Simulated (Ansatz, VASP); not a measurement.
## One calculation of LiF, two programs

```
Li F
1.0
     0.00000    1.91508    1.91508
     1.91508    0.00000    1.91508
     1.91508    1.91508    0.00000
Li F
1 1
Direct
  0.00000 0.00000 0.00000
  0.50000 0.50000 0.50000
```

Change from the starting cell: hydrostatic strain -4.0%.

Alike in both runs: task single point; functional r2SCAN; k mesh 10 × 10 × 10; no spin polarisation.

```csv
,VASP,Ansatz
version,VASP 6.6.1,Ansatz 0.2.0
potentials or method,"VASP PAW PBE potentials, release 64 (Li_sv, F)","plane waves, PAW"
plane-wave cutoff (eV),520,500
occupations,"gaussian, width 0.01 eV",fixed
valence electrons in the cell,10,10
```

VASP gave:

| Quantity | Value |
| --- | --- |
| gap on the k mesh at the Fermi level (eV) | 11.81 |

Task: What did Ansatz give for the same quantities?

Result: gap on the k mesh at the Fermi level (eV): 11.61.

 A k mesh can miss the band edges.
